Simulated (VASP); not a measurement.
## SrCl2: equation of state with PBE

Crystal: SrCl2.

```
CELL_PARAMETERS angstrom
0.00000 3.48835 3.48835
3.48835 0.00000 3.48835
3.48835 3.48835 0.00000
ATOMIC_POSITIONS crystal
Sr 0.00000 0.00000 0.00000
Cl 0.75000 0.75000 0.75000
Cl 0.25000 0.25000 0.25000
```

```yaml
Program: VASP 6.6.1
Task: equation of state
Functional: PBE
Potentials_or_basis: VASP PAW PBE potentials, release 64 (Sr_sv, Cl)
Cutoff: 520 eV
k_mesh: 7 × 7 × 7
Occupations: fermi-dirac, width 0.05 eV
Spin: no spin polarisation
Further_INCAR_settings: ALGO = Normal; EDIFF = 1e-07; NBANDS = 19
```

```yaml
Equilibrium_volume: 29.20 Å³/atom
Bulk_modulus: 34 GPa
Pressure_derivative_of_the_bulk_modulus: 4.6
```

Energy against volume, from the lowest point:
```tsv
volume (Å³/atom)	energy (meV/atom)
26.601	28.52
27.167	16.69
27.733	8.26
28.299	2.86
28.865	0.21
29.431	0.00
29.997	1.99
```

All runs of the series together: 2.8 min on 1 thread of Intel(R) Xeon(R) 6975P-C (Granite Rapids), on a shared host.

PBE usually gives volumes a little too large and moduli too small. Zero-point motion and thermal expansion aren't in these numbers.
